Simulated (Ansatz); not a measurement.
# Dielectric response of SiC (10-10) films, part 2 of 6

How well do thin wurtzite SiC (10-10) films screen a perpendicular field?

Ansatz 0.2.0; plane-wave DFT, PBEsol, Ansatz PAW (the session's first sound run).

So far. Step 2 (Relaxation, 12 atoms, units 3): The gap is 1.40 eV, with the valence edge 5.47 eV and the conduction edge 4.07 eV under the upper vacuum level.

**3. The relaxed film, single point, 12 atoms, units 3**

The film was relaxed beforehand; a single point on the relaxed positions gives its levels and potential.

input.yaml reads:

```yaml
crystal:
  lattice:
    - [3.08, 0.0, 0.0]
    - [0.0, 5.05, 0.0]
    - [0.0, 0.0, 24.2238359019]
  atoms:
    - { symbol: Si, position: [0.0, 0.0234270227, 0.3825358634] }
    - { symbol: C, position: [0.0, 0.3650246302, 0.3754421207] }
    - { symbol: Si, position: [0.5, 0.491438396, 0.4054174827] }
    - { symbol: C, position: [0.5, 0.8648297993, 0.4067843113] }
    - { symbol: Si, position: [0.5, 0.0029343909, 0.4827650819] }
    - { symbol: C, position: [0.5, 0.3773458259, 0.4821292661] }
    - { symbol: Si, position: [0.0, 0.5029343887, 0.5172349192] }
    - { symbol: C, position: [0.0, 0.8773458277, 0.5178707337] }
    - { symbol: Si, position: [0.0, -0.008561632, 0.594582515] }
    - { symbol: C, position: [0.0, 0.3648297674, 0.5932156895] }
    - { symbol: Si, position: [0.5, 0.5234269845, 0.6174641405] }
    - { symbol: C, position: [0.5, 0.8650245988, 0.624557876] }
kpoints:
  mp_grid: { grid: [8, 6, 1] }
hamiltonian:
  xc: pbesol
scf:
  occupations: { method: fixed }
  convergence: { dr2_threshold: 1.0e-09 }
efield:
  axis: 3
  dipole_correction: true
  ramp_position: 0.97
  ramp_width: 0.06
output:
  eigenvalues: true
  write_potential: true
  write_density: true
  volumetric_format: npy
```

Run with:

```
ansatz run input.yaml --threads 4 --pin off --max-ram 16384MiB --backend cpu --events-out ev --progress --plain --runs-dir out
```

Numbers of over 12 decimals in the logs are rounded to 6 here.

Output:

```text
[...]
Crystal: 12 atoms, lattice volume = 376.778 Å³
Basis set: ecut = 420 eV, 7343 PW (Γ)
Bands: 36, of which v1, the nominal top of the filled ones, is band 24 counted from 1 (23 counted from 0)
Symmetry: 2 space group operations
k-points: 20 of 48 (time reversal used)
[...]
SCF iter   1: F=—  HF=-5207.335061 eV  |F-HF|=—  |Δ(HF+E_count)|=         —  Δρ=5.50e-3  dr2=1.35e-1  ethr=1.77e-3  p=0.000 e·Å  D=4.87e-9 V/Å  ΔV_dip=-0.00 eV  dr2_dipole=2.50e-8  V_vac-E_F(+/−)=5.25/5.25 eV  ⟨swp⟩=5.0  Hψ=3503  notcnv=0  defer=198
[...]
SCF iter   2: F=—  HF=-5207.300319 eV  |F-HF|=—  |Δ(HF+E_count)|=   3.47e-2  Δρ=1.54e-3  dr2=1.07e-2  ethr=2.82e-4  p=0.000 e·Å  D=3.38e-5 V/Å  ΔV_dip=-0.00 eV  dr2_dipole=4.29e-8  V_vac-E_F(+/−)=5.44/5.44 eV  ⟨swp⟩=2.4  Hψ=1315  notcnv=0  defer=200
density mixer auto → msr1: gapped (density of states about μ 0.09 of a free-electron gas's, 36 screened modes)
SCF iter   3: F=—  HF=-5207.299805 eV  |F-HF|=—  |Δ(HF+E_count)|=   5.14e-4  Δρ=7.96e-4  dr2=2.09e-3  ethr=2.23e-5  p=-0.000 e·Å  D=-9.93e-6 V/Å  ΔV_dip=0.00 eV  dr2_dipole=5.43e-9  V_vac-E_F(+/−)=5.43/5.43 eV  ⟨swp⟩=2.5  Hψ=1142  notcnv=0  defer=200
[...]
SCF iter  11: F=-5207.300222 eV  HF=-5207.300222 eV  |F-HF|=7.82e-11  |Δ(HF+E_count)|=  2.59e-10  Δρ=1.76e-7  dr2=1.20e-10  ethr=2.08e-12  p=0.000 e·Å  D=2.23e-7 V/Å  ΔV_dip=-0.00 eV  dr2_dipole=8.64e-12  V_vac-E_F(+/−)=5.47/5.47 eV  ⟨swp⟩=18.6  Hψ=4473  notcnv=0
SCF 1 converged in 11 iterations: F = -5207.300222 eV  dr2 = 1.20e-10
[...]
SCF converged after 11 iterations
Free energy (F): -5207.300222 eV
[...]
Internal energy: -5207.300222 eV  (E = F + TS)
E sigma→0 (E₀):  -5207.300222 eV
Fermi energy:    -0.476316 eV
Dipole field:    D = -0.000003 V/Å  (p = -0.000006 e·Å, saw-weighted, corrected)
Work function:   Φ+ = 5.4702 eV   Φ− = 5.4701 eV
[...]
--- Band table (eV; the first three rows and the last of 20) ---
  k-point 0: bands = [... 20 lower, -1.2526, -1.1955, -0.8684, -0.5054, 1.9712, 2.0305, 2.5880, 3.1423, ... 8 higher]
  k-point 1: bands = [... 20 lower, -1.6423, -1.2983, -1.0028, -0.6356, 1.9445, 2.1166, 2.4516, 2.9045, ... 8 higher]
  k-point 2: bands = [... 20 lower, -1.8979, -1.3737, -1.3371, -0.8167, 1.7998, 2.0148, 2.5920, 2.8023, ... 8 higher]
  k-point 19: bands = [... 20 lower, -2.6802, -2.6802, -0.9472, -0.9472, 0.9246, 0.9246, 3.0988, 3.0988, ... 8 higher]
```

Elapsed: 10 s, on 4 threads of Arm Neoverse V1, shared host; peak memory 0.8 GiB.

The column dr2 measures how far the density is from self-consistency, as an energy; F and HF (Harris–Foulkes) agree once it is small.

Numbers from this step:

```
dipole along the normal : -5.53e-6 e·Å
```

Running mean over 2.667 Å of the planar mean; the ramp of the sawtooth is left out. The electron's electrostatic potential energy less the highest filled level by z:

| z (Å) | electron's electrostatic potential energy less the highest filled level (eV) |
| --- | --- |
| 3 | 5.47 |
| 4 | 5.47 |
| 5 | 5.47 |
| 6 | 5.44 |
| 7 | 5.00 |
| 8 | 0.366 |
| 9 | -6.47 |
| 10 | -8.26 |
| 11 | -8.16 |
| 12 | -7.83 |
| 13 | -7.94 |
| 14 | -8.52 |
| 15 | -7.11 |
| 16 | -1.42 |
| 17 | 4.58 |
| 18 | 5.42 |
| 19 | 5.47 |
| 20 | 5.47 |
| 21 | 5.47 |

The gap is 1.40 eV, with the valence edge 5.47 eV and the conduction edge 4.07 eV under the upper vacuum level.

**4. Single point, 12 atoms, units 3, field 0.05 V/Å**

A sawtooth potential applies the field, turning back in the middle of the vacuum. With the dipole correction the typed value is the field outside the slab. The induced dipole is small, so the SCF threshold is tight.

input.yaml: that of step 3 with these lines changed.

```diff
@@ -24,3 +24,3 @@
   occupations: { method: fixed }
-  convergence: { dr2_threshold: 1.0e-09 }
+  convergence: { dr2_threshold: 1.0e-10 }
 efield:
@@ -30,4 +30,4 @@
   ramp_width: 0.06
+  amplitude: 0.05
 output:
-  eigenvalues: true
   write_potential: true
```

Output:

```text
[...]
Crystal: 12 atoms, lattice volume = 376.778 Å³
Basis set: ecut = 420 eV, 7343 PW (Γ)
Bands: 36, of which v1, the nominal top of the filled ones, is band 24 counted from 1 (23 counted from 0)
Symmetry: 2 space group operations
k-points: 20 of 48 (time reversal used)
[...]
SCF iter   1: F=—  HF=-5219.973731 eV  |F-HF|=—  |Δ(HF+E_count)|=         —  Δρ=9.01e-2  dr2=4.22e1  ethr=3.10e-3  p=0.036 e·Å  D=1.74e-2 V/Å  ΔV_dip=-0.42 eV  dr2_dipole=2.07e-4  V_vac-E_F(+/−)=10.39/9.70 eV  ⟨swp⟩=6.0  Hψ=3863  notcnv=0  defer=186
[...]
SCF iter  14: F=-5207.301058 eV  HF=-5207.301058 eV  |F-HF|=5.55e-11  |Δ(HF+E_count)|=  2.19e-10  Δρ=9.59e-8  dr2=3.27e-11  ethr=1.00e-12  p=0.033 e·Å  D=1.61e-2 V/Å  ΔV_dip=-0.39 eV  dr2_dipole=8.30e-14  V_vac-E_F(+/−)=5.81/5.10 eV  ⟨swp⟩=20.7  Hψ=5352  notcnv=0
SCF 1 converged in 14 iterations: F = -5207.301058 eV  dr2 = 3.27e-11
[...]
SCF converged after 14 iterations
[...]
Free energy (F): -5207.301058 eV
[...]
Internal energy: -5207.301058 eV  (E = F + TS)
E sigma→0 (E₀):  -5207.301058 eV
Fermi energy:    -0.476145 eV
Dipole field:    D = 0.016060 V/Å  (p = 0.033440 e·Å, saw-weighted, corrected)
Work function:   not extracted (applied field tilts the vacuum); planar V_es + V_field profile in the machine report
[...]
--- Band table (eV; the first three rows and the last of 20) ---
  k-point 0: bands = [... 20 lower, -1.2527, -1.1959, -0.8684, -0.5052, 1.9676, 2.0332, 2.5882, 3.1421, ... 8 higher]
  k-point 1: bands = [... 20 lower, -1.6423, -1.2986, -1.0028, -0.6355, 1.9424, 2.1178, 2.4518, 2.9043, ... 8 higher]
  k-point 2: bands = [... 20 lower, -1.8980, -1.3742, -1.3371, -0.8165, 1.7974, 2.0168, 2.5917, 2.8022, ... 8 higher]
  k-point 19: bands = [... 20 lower, -2.6816, -2.6789, -0.9628, -0.9318, 0.9094, 0.9395, 3.0947, 3.1024, ... 8 higher]
```

The job ended after 12 s (4 threads; peak memory 0.78 GiB).

Numbers from this step:

* gap on the k-mesh: 1.386 eV
* dipole along the normal: 0.03344 e·Å

The dipole is 0.0334 e·Å, and the gap on the mesh 1.386 eV.

**5. Single point, 12 atoms, units 3, field -0.05 V/Å**

input.yaml: that of step 4 with these lines changed.

```diff
@@ -30,3 +30,3 @@
   ramp_width: 0.06
-  amplitude: 0.05
+  amplitude: -0.05
 output:
```

Output:

```text
[...]
Crystal: 12 atoms, lattice volume = 376.778 Å³
Basis set: ecut = 420 eV, 7343 PW (Γ)
Bands: 36, of which v1, the nominal top of the filled ones, is band 24 counted from 1 (23 counted from 0)
Symmetry: 2 space group operations
k-points: 20 of 48 (time reversal used)
[...]
k-point 0: bands = [... 20 lower, -1.2527, -1.1959, -0.8684, -0.5052, 1.9676, 2.0332, 2.5882, 3.1421, ... 8 higher]
  k-point 1: bands = [... 20 lower, -1.6423, -1.2987, -1.0028, -0.6355, 1.9424, 2.1178, 2.4518, 2.9043, ... 8 higher]
  k-point 2: bands = [... 20 lower, -1.8980, -1.3742, -1.3371, -0.8165, 1.7974, 2.0168, 2.5917, 2.8022, ... 8 higher]
  k-point 19: bands = [... 20 lower, -2.6816, -2.6789, -0.9628, -0.9318, 0.9094, 0.9395, 3.0947, 3.1024, ... 8 higher]
[key lines of the parts left out:]
SCF converged after 14 iterations
Free energy (F): -5207.301058 eV
Fermi energy:    -0.476147 eV
Dipole field:    D = -0.016060 V/Å  (p = -0.033439 e·Å, saw-weighted, corrected)
```

It took 12 s on 4 threads; peak memory 0.78 GiB.

The dipole is -0.0334 e·Å, and the gap on the mesh 1.386 eV.

**6. Response with the atoms held, 12 atoms, units 3**

This step: plane-wave DFT, PBEsol, Ansatz PAW; response to a field along the normal, atoms held (Ansatz 0.2.0).

The two fields give this film's response with the atoms held: the electronic part.

This step gave:

| Quantity | Value |
| --- | --- |
| equivalent conductor thickness p/(ε₀AE) | 7.781 Å |
| distance between the outer atoms | 6.035 Å |
| thickness | 8.002 Å |

Local field over the applied field, running mean. From the potentials at -0.05 and 0.05 V/Å; running mean over 2.667 Å, taken twice. Local field over applied field against z:

z (Å), local field over applied field and a bar:
```
     4.19      0.997 ##############################
     4.64      0.994 ##############################
     5.08      0.985 ##############################
     5.53      0.967 #############################
     5.83      0.945 ############################
     6.28      0.896 ###########################
     6.73      0.822 ########################
     7.18      0.724 #####################
     7.63      0.607 #################
     8.07      0.482 #############
     8.52      0.363 #########
     8.97      0.262 #####
     9.27      0.208 ####
     9.72      0.150 ##
    10.17      0.115 #
    10.62      0.100 
    11.07      0.097 
    11.51      0.097 
    11.96      0.098 
    12.26      0.098 
    12.71      0.097 
    13.16      0.097 
    13.61      0.100 
    14.06      0.115 #
    14.50      0.150 ##
    14.95      0.208 ####
    15.25      0.262 #####
    15.70      0.363 #########
    16.15      0.482 #############
    16.60      0.607 #################
    17.05      0.724 #####################
    17.50      0.822 ########################
    17.94      0.896 ###########################
    18.39      0.945 ############################
    18.69      0.967 #############################
    19.14      0.985 ##############################
    19.59      0.994 ##############################
    20.04      0.997 ##############################
```

Electrons, planar mean, per unit field. The induced electron density by z:

```
z (Å)  induced electron density (e/Å³ per V/Å)
 4.19                                   3.4e-6
 4.64                                   9.1e-6
 5.08                                   2.4e-5
 5.53                                   6.1e-5
 5.83                                   1.1e-4
 6.28                                   2.7e-4
 6.73                                   6.1e-4
 7.18                                  0.00131
 7.63                                  0.00244
 8.07                                  0.00336
 8.52                                  0.00264
 8.97                                  0.00104
 9.27                                   6.6e-4
 9.72                                  -7.3e-4
10.17                                  -7.2e-4
10.62                                  -2.4e-4
11.07                                   1.1e-4
11.51                                   9.0e-4
11.96                                   7.1e-4
12.26                                  -7.1e-4
12.71                                  -9.0e-4
13.16                                  -1.1e-4
13.61                                   2.4e-4
14.06                                   7.2e-4
14.50                                   7.3e-4
14.95                                  -6.6e-4
15.25                                 -0.00104
15.70                                 -0.00264
16.15                                 -0.00336
16.60                                 -0.00244
17.05                                 -0.00132
17.50                                  -6.1e-4
17.94                                  -2.7e-4
18.39                                  -1.1e-4
18.69                                  -6.1e-5
19.14                                  -2.4e-5
19.59                                  -9.1e-6
20.04                                  -3.4e-6
```

By hand: between -0.05 and 0.05 V/Å the dipole changes by 0.06688 e·Å, a slope of 0.6688 e·Å²/V. A perfect conductor of thickness t has p = ε₀AEt, so t = 180.95 × 0.6688 / 15.554 = 7.78 Å (e/ε₀ = 180.95 V·Å, A in Å²).

The induced dipole is that of a conductor 7.78 Å thick.

**7. Field on, atoms free, 12 atoms, field 0.05 V/Å**

This step: plane-wave DFT, PBEsol, Ansatz PAW (Ansatz 0.2.0).

Now the atoms may follow the field. A weak field makes forces of meV/Å to tens of meV/Å, so the force tolerance is set well below the usual one.

input.yaml: that of step 5 with these lines changed.

```diff
@@ -30,3 +30,6 @@
   ramp_width: 0.06
-  amplitude: -0.05
+  amplitude: 0.05
+relax:
+  f_tol: 0.0006
+  max_steps: 70
 output:
```

Output:

```text
[...]
Crystal: 12 atoms, lattice volume = 376.778 Å³
Basis set: ecut = 420 eV, 7343 PW (Γ), exchange–correlation on 48×72×324 points (8 copies of the dense FFT grid, shifted against one another)
Bands: 36, of which v1, the nominal top of the filled ones, is band 24 counted from 1 (23 counted from 0)
Symmetry: 2 space group operations
k-points: 20 of 48 (time reversal used)
[...]
SCF iter   1: F=—  HF=-5219.973849 eV  |F-HF|=—  |Δ(HF+E_count)|=         —  Δρ=9.01e-2  dr2=4.22e1  ethr=3.10e-3  p=0.036 e·Å  D=1.74e-2 V/Å  ΔV_dip=-0.42 eV  dr2_dipole=2.07e-4  V_vac-E_F(+/−)=10.39/9.70 eV  ⟨swp⟩=6.0  Hψ=3863  notcnv=0  defer=186
[...]
SCF iter  14: F=-5207.301116 eV  HF=-5207.301116 eV  |F-HF|=2.09e-11  |Δ(HF+E_count)|=  2.49e-10  Δρ=9.80e-8  dr2=3.40e-11  ethr=1.00e-12  p=0.033 e·Å  D=1.61e-2 V/Å  ΔV_dip=-0.39 eV  dr2_dipole=1.06e-13  V_vac-E_F(+/−)=5.81/5.10 eV  ⟨swp⟩=8.1  Hψ=3980  notcnv=0
SCF 1 converged in 14 iterations: F = -5207.301116 eV  dr2 = 3.40e-11
[...]
relax step   1: F+E_penalty+E_count = -5207.30111618 eV  Δ(F+E_penalty+E_count) = +0.000e0 eV  max|allowed force component| = 1.728e-2 eV/Å  Δτ_max = 0.0000 Å  (14 SCF iters, accepted)
[...]
SCF iter   7: F=-5207.301143 eV  HF=-5207.301143 eV  |F-HF|=2.73e-11  |Δ(HF+E_count)|=  1.16e-10  Δρ=1.32e-7  dr2=6.61e-11  ethr=1.00e-12  p=0.034 e·Å  D=1.64e-2 V/Å  ΔV_dip=-0.40 eV  dr2_dipole=4.94e-12  V_vac-E_F(+/−)=5.81/5.10 eV  ⟨swp⟩=8.2  Hψ=4031  notcnv=0
SCF 2 converged in 7 iterations: F = -5207.301143 eV  dr2 = 6.61e-11
relax step   2: F+E_penalty+E_count = -5207.30114294 eV  Δ(F+E_penalty+E_count) = -2.676e-5 eV  max|allowed force component| = 8.780e-3 eV/Å  Δτ_max = 0.0009 Å  (7 SCF iters, accepted)
SCF iter   1: F=—  HF=-5207.301028 eV  |F-HF|=—  |Δ(HF+E_count)|=         —  Δρ=5.47e-5  dr2=2.04e-5  ethr=3.32e-7  p=0.034 e·Å  D=1.64e-2 V/Å  ΔV_dip=-0.40 eV  dr2_dipole=6.07e-6  V_vac-E_F(+/−)=5.81/5.10 eV  ⟨swp⟩=2.7  Hψ=1510  notcnv=0  defer=200
[...]
SCF iter   7: F=-5207.301151 eV  HF=-5207.301151 eV  |F-HF|=9.09e-13  |Δ(HF+E_count)|=  1.09e-10  Δρ=1.35e-7  dr2=5.15e-11  ethr=1.00e-12  p=0.035 e·Å  D=1.67e-2 V/Å  ΔV_dip=-0.41 eV  dr2_dipole=8.96e-13  V_vac-E_F(+/−)=5.81/5.10 eV  ⟨swp⟩=8.4  Hψ=4115  notcnv=0
SCF 3 converged in 7 iterations: F = -5207.301151 eV  dr2 = 5.15e-11
relax step   3: F+E_penalty+E_count = -5207.30115122 eV  Δ(F+E_penalty+E_count) = -8.285e-6 eV  max|allowed force component| = 1.133e-3 eV/Å  Δτ_max = 0.0006 Å  (7 SCF iters, accepted)
SCF iter   1: F=—  HF=-5207.301025 eV  |F-HF|=—  |Δ(HF+E_count)|=         —  Δρ=1.61e-5  dr2=1.06e-6  ethr=4.12e-8  p=0.035 e·Å  D=1.67e-2 V/Å  ΔV_dip=-0.41 eV  dr2_dipole=6.97e-9  V_vac-E_F(+/−)=5.81/5.10 eV  ⟨swp⟩=2.5  Hψ=1465  notcnv=0  defer=161
[...]
SCF iter   6: F=-5207.301151 eV  HF=-5207.301151 eV  |F-HF|=1.91e-11  |Δ(HF+E_count)|=  2.27e-11  Δρ=1.34e-7  dr2=5.36e-11  ethr=1.00e-12  p=0.035 e·Å  D=1.67e-2 V/Å  ΔV_dip=-0.41 eV  dr2_dipole=1.15e-12  V_vac-E_F(+/−)=5.81/5.10 eV  ⟨swp⟩=8.2  Hψ=3976  notcnv=0
SCF 4 converged in 6 iterations: F = -5207.301151 eV  dr2 = 5.36e-11
relax step   4: F+E_penalty+E_count = -5207.30115149 eV  Δ(F+E_penalty+E_count) = -2.700e-7 eV  max|allowed force component| = 2.966e-4 eV/Å  Δτ_max = 0.0002 Å  (6 SCF iters, accepted)
NSCF: frozen V_eff on 20 k-points
[...]
SCF converged after 6 iterations
[...]
Free energy (F): -5207.301151 eV
[...]
Internal energy: -5207.301151 eV  (E = F + TS)
E sigma→0 (E₀):  -5207.301151 eV
Fermi energy:    -0.476417 eV
Dipole field:    D = 0.016729 V/Å  (p = 0.034832 e·Å, saw-weighted, corrected)
Work function:   not extracted (applied field tilts the vacuum); planar V_es + V_field profile in the machine report
[...]
--- Forces (eV/Å), atoms counted from 1 ---
  atom   1  Si     0.00000000     0.00003518    -0.00019170
  atom   2  C      0.00000000    -0.00008488     0.00002302
  atom   3  Si     0.00000000    -0.00001755    -0.00029663
  atom   4  C      0.00000000     0.00000865    -0.00001329
  atom   5  Si     0.00000000    -0.00022361     0.00002882
  atom   6  C      0.00000000    -0.00008222     0.00027109
  atom   7  Si     0.00000000     0.00023573     0.00023998
  atom   8  C      0.00000000     0.00013503     0.00015932
  atom   9  Si     0.00000000    -0.00001880    -0.00009685
  atom  10  C      0.00000000     0.00001584    -0.00004004
  atom  11  Si     0.00000000    -0.00001249    -0.00011319
  atom  12  C      0.00000000     0.00001048     0.00002972
  max |Σ_I F_I| component: 1.36e-6 eV/Å
--- Band table (eV; the first three rows and the last of 20) ---
  k-point 0: bands = [... 20 lower, -1.2531, -1.1959, -0.8686, -0.5055, 1.9703, 2.0311, 2.5881, 3.1412, ... 8 higher]
  k-point 1: bands = [... 20 lower, -1.6422, -1.2987, -1.0030, -0.6356, 1.9442, 2.1167, 2.4515, 2.9035, ... 8 higher]
  k-point 2: bands = [... 20 lower, -1.8977, -1.3740, -1.3373, -0.8166, 1.7994, 2.0159, 2.5913, 2.8016, ... 8 higher]
  k-point 19: bands = [... 20 lower, -2.6814, -2.6802, -0.9582, -0.9366, 0.9167, 0.9324, 3.0948, 3.1017, ... 8 higher]
--- Relaxed structure (4 steps of the walk, 4 accepted, 0 SCFs on fresh bases) ---
  F+E_penalty+E_count = -5207.30115149 eV   max|allowed force component| = 2.966e-4 eV/Å
  atoms:
    - { symbol: Si, position: [0.0, 0.023516, 0.382576] }
    - { symbol: C, position: [0.0, 0.365107, 0.375402] }
    - { symbol: Si, position: [0.5, 0.491470, 0.405431] }
    - { symbol: C, position: [0.5, 0.864854, 0.406775] }
    - { symbol: Si, position: [0.5, 0.00294699, 0.482783] }
    - { symbol: C, position: [0.5, 0.377357, 0.482117] }
    - { symbol: Si, position: [0.0, 0.502916, 0.517257] }
    - { symbol: C, position: [0.0, 0.877333, 0.517856] }
    - { symbol: Si, position: [0.0, -0.00856749, 0.594586] }
    - { symbol: C, position: [0.0, 0.364793, 0.593212] }
    - { symbol: Si, position: [0.5, 0.523344, 0.617493] }
    - { symbol: C, position: [0.5, 0.864931, 0.624511] }
```

It took 25 s on 4 threads; peak memory 0.74 GiB.

Hardly anything moved in the relaxation; the energy changed by under 0.2 meV an atom.

This step gave:

- gap on the k-mesh: 1.393 eV
- dipole along the normal: 0.03483 e·Å

The relaxation took 4 steps and lowered the energy by 3.5e-5 eV; the largest force on the free atoms ends at 3.0e-4 eV/Å.

The dipole is 0.0348 e·Å, and the gap on the mesh 1.393 eV.

**8. Relaxing in the field, 12 atoms, field -0.05 V/Å**

The opposite sign, again from the field-free geometry; the difference of the two cancels what relaxes without a field.

input.yaml: that of step 7 with these lines changed.

```diff
@@ -30,3 +30,3 @@
   ramp_width: 0.06
-  amplitude: 0.05
+  amplitude: -0.05
 relax:
```

Output:

```text
[...]
Crystal: 12 atoms, lattice volume = 376.778 Å³
Basis set: ecut = 420 eV, 7343 PW (Γ), exchange–correlation on 48×72×324 points (8 copies of the dense FFT grid, shifted against one another)
Bands: 36, of which v1, the nominal top of the filled ones, is band 24 counted from 1 (23 counted from 0)
Symmetry: 2 space group operations
k-points: 20 of 48 (time reversal used)
[...]
- { symbol: Si, position: [0.5, 0.00291594, 0.482743] }
    - { symbol: C, position: [0.5, 0.377333, 0.482144] }
    - { symbol: Si, position: [0.0, 0.502947, 0.517217] }
    - { symbol: C, position: [0.0, 0.877357, 0.517883] }
    - { symbol: Si, position: [0.0, -0.0085302, 0.594569] }
    - { symbol: C, position: [0.0, 0.364854, 0.593225] }
    - { symbol: Si, position: [0.5, 0.523516, 0.617424] }
    - { symbol: C, position: [0.5, 0.865107, 0.624598] }
[key lines of the parts left out:]
SCF converged after 6 iterations
Free energy (F): -5207.301151 eV
Fermi energy:    -0.476417 eV
Dipole field:    D = -0.016728 V/Å  (p = -0.034832 e·Å, saw-weighted, corrected)
```

It took 25 s on 4 threads; peak memory 0.73 GiB; 96 s of CPU time.

Hardly anything moved in the relaxation; the energy changed by under 0.2 meV an atom.

The relaxation took 4 steps and lowered the energy by 3.5e-5 eV; the largest force on the free atoms ends at 3.0e-4 eV/Å.

The dipole is -0.0348 e·Å, and the gap on the mesh 1.393 eV.

(Continued in part 3 of 6.)

[Logs are printed without paths, hosts, clocks, repeated set-up lines and the standing remarks that a program may print on its own settings, such as how far it seeks lower states.]

[Hosts, paths, dates, database ids (printed as entryN), source tags and the programs' standing remarks are cut or masked in the printed files.]

[Maps of the electrostatic potential energy from Ansatz leave out the sawtooth potential of an applied field or a dipole correction, so their vacuum need not be flat; planar profiles and work functions include it.]
